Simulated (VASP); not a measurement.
# GaP (R-3m) in VASP: a series of runs

Runs on GaP. Level: r2SCAN. Tasks: single point.

Everything below comes from runs of VASP 6.6.1. Logs are shortened: lines on timing, memory, paths and dates and some standing lists are left out, and cuts for length are marked.

**1. The structure**

The structure is trigonal, space group R-3m (No. 166). Conventional cell: a = 3.886 Å, b = 3.886 Å, c = 19.292 Å, α = 90.00°, β = 90.00°, γ = 120.00°. Ga (site symmetry 3m) is surrounded by 3 P at 2.40 Å and 1 Ga at 2.49 Å. Around P (site symmetry 3m) lie 1 P at 2.21 Å and 3 Ga at 2.40 Å.

Measurements of this composition are mostly on another form, of space group No. 216.

**2. Single point, r2SCAN**

Input file POSCAR:

```
GaP
1.0
    1.9430150000      1.1218000000      6.4308100000
   -1.9430150000      1.1218000000      6.4308100000
    0.0000000000     -2.2436010000      6.4308100000
Ga P
2 2
Direct
    0.4353720000      0.4353720000      0.4353720000
    0.5646280000      0.5646280000      0.5646280000
    0.0573890000      0.0573890000      0.0573890000
    0.9426110000      0.9426110000      0.9426110000
```

Input file INCAR.step1:

```
SYSTEM = GaP
  PREC = Accurate
  ENCUT = 520
  ISMEAR = 0
  SIGMA = 0.01
  LREAL = .FALSE.
  LASPH = .TRUE.
  NELM = 100
  NBANDS = 26
  GGA = PE
  ALGO = Normal
  EDIFF = 1E-4
  LWAVE = .TRUE.
  LCHARG = .FALSE.
```

Input file INCAR.step2:

```
SYSTEM = GaP
  PREC = Accurate
  ENCUT = 520
  EDIFF = 1E-7
  ISMEAR = 0
  SIGMA = 0.01
  LREAL = .FALSE.
  LASPH = .TRUE.
  NELM = 100
  ALGO = Normal
  ISIF = 2
  LWAVE = .FALSE.
  LCHARG = .FALSE.
  METAGGA = R2SCAN
  LMIXTAU = .TRUE.
  NBANDS = 26
  ISTART = 1
```

Input file KPOINTS:

```
Automatic mesh
0
G
  4 4 4
  0 0 0
```

Potentials or basis: VASP PAW PBE potentials, release 64 (Ga_d, P).

On the command line:

```console
cat potpaw_PBE.64/Ga_d/POTCAR potpaw_PBE.64/P/POTCAR > POTCAR
cp INCAR.step1 INCAR
mpirun -np 1 vasp_std > vasp.out
cp INCAR.step2 INCAR
mpirun -np 1 vasp_std > vasp.out
```

OUTCAR:

```text
SYSTEM = GaP
   PREC = Accurate
   ENCUT = 520
   EDIFF = 1E-7
   ISMEAR = 0
   LREAL = .FALSE.
   LASPH = .TRUE.
   NELM = 100
   ISIF = 2
   METAGGA = R2SCAN
   ISTART = 1

 ion  position               nearest neighbor table
   1  0.435  0.435  0.435-   3 2.40   3 2.40   3 2.40   2 2.49
   2  0.565  0.565  0.565-   4 2.40   4 2.40   4 2.40   1 2.49
   3  0.057  0.057  0.057-   4 2.21   1 2.40   1 2.40   1 2.40
   4  0.943  0.943  0.943-   3 2.21   2 2.40   2 2.40   2 2.40

  LATTYP: Found a trigonal (rhomboedric) cell.
 ALAT       =     6.8109514597
 COS(alpha) =     0.8372328435

  Lattice vectors:

 A1 = (   1.9430150000,   1.1218000000,   6.4308100000)
 A2 = (  -1.9430150000,   1.1218000000,   6.4308100000)
 A3 = (   0.0000000000,  -2.2436010000,   6.4308100000)

Analysis of symmetry for initial positions (statically):
=====================================================================
 Subroutine PRICEL returns:
 Original cell was already a primitive cell.

 Routine SETGRP: Setting up the symmetry group for a
 trigonal (rhombohedral) supercell.

 Subroutine GETGRP returns: Found 12 space group operations
 (whereof 12 operations were pure point group operations)
 out of a pool of 12 trial point group operations.

The static configuration has the point symmetry D_3d.

Analysis of symmetry for dynamics (positions and initial velocities):
=====================================================================
 Subroutine PRICEL returns:
 Original cell was already a primitive cell.

 Routine SETGRP: Setting up the symmetry group for a
 trigonal (rhombohedral) supercell.

 Subroutine GETGRP returns: Found 12 space group operations
 (whereof 12 operations were pure point group operations)
 out of a pool of 12 trial point group operations.

The dynamic configuration has the point symmetry D_3d.

 Subroutine INISYM returns: Found 12 space group operations
 (whereof 12 operations are pure point group operations),
 and found     1 'primitive' translations

----------------------------------------------------------------------------------------

                                     Primitive cell

  volume of cell :      84.1024

  direct lattice vectors                    reciprocal lattice vectors
     1.943015000  1.121800000  6.430810000     0.257332033  0.148570705  0.051833810
    -1.943015000  1.121800000  6.430810000    -0.257332033  0.148570705  0.051833810
     0.000000000 -2.243601000  6.430810000     0.000000000 -0.297141410  0.051833787

  length of vectors
     6.810951460  6.810951460  6.810951674     0.301628536  0.301628536  0.301628512

  position of ions in fractional coordinates (direct lattice)
     0.435372000  0.435372000  0.435372000
     0.564628000  0.564628000  0.564628000
     0.057389000  0.057389000  0.057389000
     0.942611000  0.942611000  0.942611000

  ion indices of the primitive-cell ions
   primitive index   ion index
                 1           1
                 2           2
                 3           3
                 4           4

----------------------------------------------------------------------------------------

 KPOINTS: Automatic mesh

Automatic generation of k-mesh.
 Grid dimensions read from file:
 generate k-points for:    4    4    4

 Generating k-lattice:

  Cartesian coordinates                     Fractional coordinates (reciprocal lattice)
     0.064333008  0.037142676  0.012958452     0.250000000  0.000000000 -0.000000000
    -0.064333008  0.037142676  0.012958452     0.000000000  0.250000000 -0.000000000
     0.000000000 -0.074285353  0.012958447    -0.000000000 -0.000000000  0.250000000

  Length of vectors
     0.075407134  0.075407134  0.075407128

  Shift w.r.t. Gamma in fractional coordinates (k-lattice)
     0.000000000  0.000000000  0.000000000

 Subroutine IBZKPT returns following result:
 ===========================================

 Found     13 irreducible k-points:

 Following reciprocal coordinates:
            Coordinates               Weight
  0.000000  0.000000  0.000000      1.000000
  0.250000  0.000000  0.000000      6.000000
  0.500000  0.000000  0.000000      3.000000
  0.250000  0.250000  0.000000      6.000000
  0.500000  0.250000  0.000000     12.000000
 -0.250000  0.250000  0.000000      6.000000
  0.500000  0.500000  0.000000      3.000000
  0.250000  0.250000  0.250000      2.000000
  0.500000  0.250000  0.250000      6.000000
 -0.250000  0.250000  0.250000      6.000000
  0.500000  0.500000  0.250000      6.000000
 -0.250000  0.500000  0.250000      6.000000
  0.500000  0.500000  0.500000      1.000000
   k-points           NKPTS =     13   k-points in BZ     NKDIM =     13   number of bands    NBANDS=     26
   number of dos      NEDOS =    301   number of ions     NIONS =      4
   total plane-waves  NPLWV = 157464
   dimension x,y,z NGX =    54 NGY =   54 NGZ =   54
   dimension x,y,z NGXF=   108 NGYF=  108 NGZF=  108
   ions per type =               2   2
   NGX,Y,Z   is equivalent  to a cutoff of  13.18, 13.18, 13.18 a.u.
   NGXF,Y,Z  is equivalent  to a cutoff of  26.36, 26.36, 26.36 a.u.
 SYSTEM =  GaP
   PREC   = accura    normal or accurate (medium, high low for compatibility)
   ISTART =      1    job   : 0-new  1-cont  2-samecut
   ICHARG =      0    charge: 1-file 2-atom 10-const
   ISPIN  =      1    spin polarized calculation?
   LNONCOLLINEAR =      F non collinear calculations
   LSORBIT =      F    spin-orbit coupling
   LASPH  =      T    aspherical Exc in radial PAW
   ENCUT  =  520.0 eV  38.22 Ry    6.18 a.u.  12.66 12.66 12.66*2*pi/ulx,y,z
   NELM   =    100;   NELMIN=  2; NELMDL=  0     # of ELM steps
   EDIFF  = 0.1E-06   stopping-criterion for ELM
   LREAL  =      F    real-space projection
   EDIFFG = 0.1E-05   stopping-criterion for IOM
   NSW    =      0    number of steps for IOM
   IBRION =     -1    ionic relax: 0-MD 1-quasi-New 2-CG
   NFREE  =      0    steps in history (QN), initial steepest desc. (CG)
   ISIF   =      2    stress and relaxation
   ISYM   =      2    0-nonsym 1-usesym 2-fastsym
   POTIM  = 0.5000    time-step for ionic-motion
   TEBEG  =    0.0;   TEEND  =   0.0 temperature during run
   PSTRESS=    0.0 pullay stress
   NELECT =      36.0000    total number of electrons
   NUPDOWN=      -1.0000    fix difference up-down
   EMIN   =  10.00;   EMAX   =-10.00  energy-range for DOS
   EFERMI =   0.00;   METHOD = LEGACY
   ISMEAR =     0;   SIGMA  =   0.01  broadening in eV -4-tet -1-fermi 0-gaus
   EFERMI_NEDOS =   21; number of points for ismear=-14 and -15
   IALGO  =     38    algorithm
   IMIX   =      4    mixing-type and parameters
     AMIX     =   0.40;   BMIX     =  1.00
     AMIX_MAG =   1.60;   BMIX_MAG =  1.00
  volume/ion in A,a.u.               =      21.03       141.89
  Fermi-wavevector in a.u.,A,eV,Ry     =   1.233785  2.331515 20.711131  1.522225
  Thomas-Fermi vector in A             =   2.368501
   LORBIT       =      0    0 simple, 1 ext, 2 COOP (PROOUT), +10 PAW based schemes
   METAGGA = R2SCAN    functional components
   LHFCALC =     F    Hartree Fock is set to
   AEXX    =    0.0000 exact exchange contribution
   IVDW    =     0    specifies the selected vdW correction
   LEPSILON=     F    determine dielectric tensor
   LRPA    =     F    only Hartree local field effects (RPA)
 non-spin polarized calculation
 Gauss-broadening in eV      SIGMA  =   0.01
  energy-cutoff  :      520.00
  volume of cell :       84.10
 maximum number of plane-waves:      2276
 NGX is ok and might be reduce to    54
   NGX = 25   NGY = 25   NGZ = 25

 number of electron      36.0000008 magnetization

 Free energy of the ion-electron system (eV)
  ---------------------------------------------------
  ext. energy  EPLUGINS =         0.00000000
  ---------------------------------------------------
  free energy    TOTEN  =       -42.17938809 eV

  energy without entropy =      -42.17938809  energy(sigma->0) =      -42.17938809

 E-fermi :   4.5105     XC(G=0): -10.3605

 val. band max:        4.4583150019   @ k =   0.0000   0.0000   0.0000
 cond. band min:       5.5274207935   @ k =   0.5000   0.5000   0.0000
 fundamental gap:      1.0691057916
 Fermi energy:         4.5104603627

 k-point     1 :       0.0000    0.0000    0.0000
  band No.  band energies     occupation
      1     -10.7547      2.00000
      2     -10.6251      2.00000
      3     -10.6251      2.00000
      4     -10.6085      2.00000
      5     -10.6085      2.00000
      6     -10.5496      2.00000
[... 18 lines left out ...]
     25       9.1820      0.00000
     26      13.1432      0.00000

 k-point     2 :       0.2500    0.0000    0.0000
  band No.  band energies     occupation
      1     -10.7471      2.00000
      2     -10.6889      2.00000
      3     -10.6390      2.00000
      4     -10.6191      2.00000
      5     -10.5855      2.00000
      6     -10.5599      2.00000
[... 18 lines left out ...]
     25      11.0337      0.00000
     26      12.0727      0.00000

 k-point     3 :       0.5000    0.0000    0.0000
  band No.  band energies     occupation
      1     -10.7540      2.00000
      2     -10.7265      2.00000
      3     -10.6583      2.00000
      4     -10.6160      2.00000
      5     -10.5710      2.00000
      6     -10.5626      2.00000
[... 18 lines left out ...]
     25      11.4061      0.00000
     26      11.5571      0.00000

 k-point     4 :       0.2500    0.2500    0.0000
  band No.  band energies     occupation
      1     -10.7464      2.00000
      2     -10.6773      2.00000
      3     -10.6482      2.00000
      4     -10.6220      2.00000
      5     -10.5847      2.00000
      6     -10.5598      2.00000
[... 18 lines left out ...]
     25      11.3573      0.00000
     26      11.6395      0.00000

 k-point     5 :       0.5000    0.2500    0.0000
  band No.  band energies     occupation
      1     -10.7429      2.00000
      2     -10.7130      2.00000
      3     -10.6687      2.00000
      4     -10.6124      2.00000
      5     -10.5908      2.00000
      6     -10.5468      2.00000
[... 18 lines left out ...]
     25      11.1574      0.00000
     26      13.1913      0.00000

 k-point     6 :      -0.2500    0.2500    0.0000
  band No.  band energies     occupation
      1     -10.7494      2.00000
      2     -10.7106      2.00000
      3     -10.6667      2.00000
      4     -10.6123      2.00000
      5     -10.5901      2.00000
      6     -10.5468      2.00000
[... 18 lines left out ...]
     25      10.9190      0.00000
     26      11.4324      0.00000

 k-point     7 :       0.5000    0.5000    0.0000
  band No.  band energies     occupation
      1     -10.7482      2.00000
      2     -10.6980      2.00000
      3     -10.6844      2.00000
      4     -10.6217      2.00000
      5     -10.5713      2.00000
      6     -10.5611      2.00000
[... 18 lines left out ...]
     25      13.9943      0.00000
     26      15.0057      0.00000

 k-point     8 :       0.2500    0.2500    0.2500
  band No.  band energies     occupation
      1     -10.7531      2.00000
      2     -10.6239      2.00000
      3     -10.6239      2.00000
      4     -10.6098      2.00000
      5     -10.6098      2.00000
      6     -10.5503      2.00000
[... 18 lines left out ...]
     25       9.4781      0.00000
     26      13.1582      0.00000

 k-point     9 :       0.5000    0.2500    0.2500
  band No.  band energies     occupation
      1     -10.7404      2.00000
      2     -10.6924      2.00000
      3     -10.6389      2.00000
      4     -10.6180      2.00000
      5     -10.5870      2.00000
      6     -10.5611      2.00000
[... 18 lines left out ...]
     25      11.3117      0.00000
     26      11.3863      0.00000

 k-point    10 :      -0.2500    0.2500    0.2500
  band No.  band energies     occupation
      1     -10.7502      2.00000
      2     -10.7185      2.00000
      3     -10.6659      2.00000
      4     -10.6189      2.00000
      5     -10.5712      2.00000
      6     -10.5618      2.00000
[... 18 lines left out ...]
     25      13.5751      0.00000
     26      13.6302      0.00000

 k-point    11 :       0.5000    0.5000    0.2500
  band No.  band energies     occupation
      1     -10.7401      2.00000
      2     -10.6800      2.00000
      3     -10.6485      2.00000
      4     -10.6210      2.00000
      5     -10.5861      2.00000
      6     -10.5609      2.00000
[... 18 lines left out ...]
     25      11.7255      0.00000
     26      11.9164      0.00000

 k-point    12 :      -0.2500    0.5000    0.2500
  band No.  band energies     occupation
      1     -10.7312      2.00000
      2     -10.7212      2.00000
      3     -10.6703      2.00000
      4     -10.6123      2.00000
      5     -10.5915      2.00000
      6     -10.5468      2.00000
[... 18 lines left out ...]
     25      11.7171      0.00000
     26      12.1292      0.00000

 k-point    13 :       0.5000    0.5000    0.5000
  band No.  band energies     occupation
      1     -10.7516      2.00000
      2     -10.6222      2.00000
      3     -10.6222      2.00000
      4     -10.6116      2.00000
      5     -10.6116      2.00000
      6     -10.5509      2.00000
[... 18 lines left out ...]
     25      11.1077      0.00000
     26      11.3213      0.00000

------------------------ aborting loop because EDIFF is reached ----------------------------------------

  FORCE on cell =-STRESS in cart. coord.  units (eV):
  Direction    XX          YY          ZZ          XY          YZ          ZX
  --------------------------------------------------------------------------------------
  -------------------------------------------------------------------------------------
  Total       -1.0193375     -1.0193376     -1.5031818      0.0000000      0.0000001     -0.0000000
  in kB      -19.4186895    -19.4186930    -28.6360724      0.0000000      0.0000015     -0.0000000
  external PRESSURE =     -22.4911516 kB  Pullay stress =       0.0000000 kB

 VOLUME and BASIS-vectors are now :
 -----------------------------------------------------------------------------
  energy-cutoff  :      520.00
  volume of cell :       84.10
      direct lattice vectors                 reciprocal lattice vectors
     1.943015000  1.121800000  6.430810000     0.257332033  0.148570705  0.051833810
    -1.943015000  1.121800000  6.430810000    -0.257332033  0.148570705  0.051833810
     0.000000000 -2.243601000  6.430810000     0.000000000 -0.297141410  0.051833787

 POSITION                                       TOTAL-FORCE (eV/Angst)
 -----------------------------------------------------------------------------------
      0.00000     -0.00000      8.39938         0.000000     -0.000000      0.052004
      0.00000     -0.00000     10.89305         0.000000      0.000000     -0.052004
      0.00000     -0.00000      1.10717         0.000000      0.000000     -0.017715
      0.00000     -0.00000     18.18526         0.000000     -0.000000      0.017715
 -----------------------------------------------------------------------------------
    total drift:                                0.000000      0.000000      0.000000

  FREE ENERGIE OF THE ION-ELECTRON SYSTEM (eV)
  ---------------------------------------------------
  free  energy   TOTEN  =       -42.1793880893 eV

  energy  without entropy=      -42.1793880893  energy(sigma->0) =      -42.17938809
```

Run time: 5.9 min. Hardware: 1 thread of AMD EPYC 9R14 (Zen 4), shared host; peak memory 0.39 GiB.

What came out:

```yaml
Free_energy: -42.1794 eV
Pressure: -2.2 GPa
Largest_force: 0.052 eV/Å
Band_gap_on_the_k_mesh: 1.07 eV, indirect (least direct gap 1.48 eV)
```

Forces in eV/Å, atoms in the order of the input:
```
Ga   0.000  0.000  0.052
Ga   0.000  0.000 -0.052
P    0.000  0.000 -0.018
P    0.000  0.000  0.018
```

Levels at points of the mesh, in eV from the valence-band top:
```csv
k point,band 16,band 17,band 18,band 19,band 20,band 21
"(0.00, 0.00, 0.00)",-0.25,0.00,0.00,1.48,1.95,3.04
"(0.50, 0.00, 0.00)",-2.96,-2.73,-1.81,1.90,3.01,4.01
"(0.50, 0.50, 0.00)",-3.24,-1.26,-0.53,1.07,1.76,1.84
"(0.50, 0.50, 0.50)",-1.79,-0.26,-0.26,1.49,2.73,4.13
```

Caveat: the k mesh is coarse (spacing up to 0.47 Å⁻¹), so the values aren't converged; the PAW data sets were made with another functional, which shifts forces and pressure a little.

**3. Single point, r2SCAN**

POSCAR is that of step 2.

Input file INCAR.step1:

```
  PREC = Accurate
  ENCUT = 520
  ISMEAR = 0
  SIGMA = 0.01
  LREAL = False
  LASPH = True
  NELM = 100
  NBANDS = 26
  GGA = PE
  ALGO = Normal
  EDIFF = 1E-4
  LWAVE = True
  LCHARG = False
```

Input file INCAR.step2:

```
  PREC = Accurate
  ENCUT = 520
  EDIFF = 1E-7
  ISMEAR = 0
  SIGMA = 0.01
  LREAL = False
  LASPH = True
  NELM = 100
  ALGO = Normal
  ISIF = 2
  LWAVE = False
  LCHARG = False
  METAGGA = R2SCAN
  LMIXTAU = True
  NBANDS = 26
  ISTART = 1
```

Input file KPOINTS:

```
Automatic mesh
0
Gamma
  5 5 5
```

Potentials or basis: VASP PAW PBE potentials, release 64 (Ga_d, P).

On the command line:

```console
cat potpaw_PBE.64/Ga_d/POTCAR potpaw_PBE.64/P/POTCAR > POTCAR
cp INCAR.step1 INCAR
mpirun -np 1 vasp_std > vasp.out
cp INCAR.step2 INCAR
mpirun -np 1 vasp_std > vasp.out
```

Wall time 8.4 min (1 thread of AMD EPYC 9R14 (Zen 4), shared host); peak memory 0.38 GiB.

The run converged. Its results:

* Free energy: -42.2704 eV
* Pressure: -2.4 GPa
* Largest force: 0.052 eV/Å
* Band gap on the k mesh: 1.25 eV, indirect (least direct gap 1.48 eV)

Forces in eV/Å, atoms in the order of the input:
```
Ga   0.000  0.000  0.052
Ga   0.000  0.000 -0.052
P    0.000  0.000 -0.008
P    0.000  0.000  0.008
```

Stress tensor (GPa, compression positive):
```
-2.30  0.00  0.00
 0.00 -2.30  0.00
 0.00  0.00 -2.64
```

Levels at points of the mesh, in eV from the valence-band top:
```
           k point  band 14  band 15  band 16  band 17  band 18  band 19  band 20  band 21  band 22  band 23
(0.00, 0.00, 0.00)    -1.88    -1.88    -0.25     0.00     0.00     1.48     1.95     3.04     3.94     3.94
```

Caveat: the PAW data sets were made with another functional, which shifts forces and pressure a little; an odd mesh through Γ misses points on the zone boundary, where band edges often lie. r2SCAN opens gaps a little over a GGA but as a rule still falls short of measured ones.
